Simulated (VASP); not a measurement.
Runs of VASP 6.6.1 on Sn. It takes space group Immm (No. 71, orthorhombic). Conventional cell: a = 3.453 Å, b = 3.551 Å, c = 4.677 Å, α = 90.00°, β = 90.00°, γ = 90.00°. Sn (site symmetry mmm) has 12 Sn at 3.41 to 3.55 Å as nearest neighbours. This isn't the form of Sn at room conditions, which is tetragonal (white tin).

```csv
level,spin,cell,k mesh,smearing,gap on the mesh (eV),pressure (GPa)
PBEsol,"non-collinear, zero start, SOC",volume scaled by 1.15,10 × 10 × 10,gaussian 0.025 eV,-,-7.4
PBE,off,as given,11 × 11 × 11,fermi-dirac 0.05 eV,none,(a)
revPBE,off,as given,11 × 11 × 11,fermi-dirac 0.01 eV,none,-0.1
PBE,off,volume scaled by 0.98,11 × 11 × 11,fermi-dirac 0.05 eV,none,-0.1
```

Alike in all rows: task single point; potentials or basis VASP PAW PBE potentials, release 64 (Sn_d); cutoff (eV) 520.

Task: Fill in the values left out.

Result: (a) -1.1.

Caveats: the PAW data sets were made with another functional, which shifts forces and pressure a little (some runs).

A k mesh can miss the band edges, and rows without SOC leave out spin-orbit coupling on Sn.

A gap of «none» marks a metal or a gap under the smearing width.
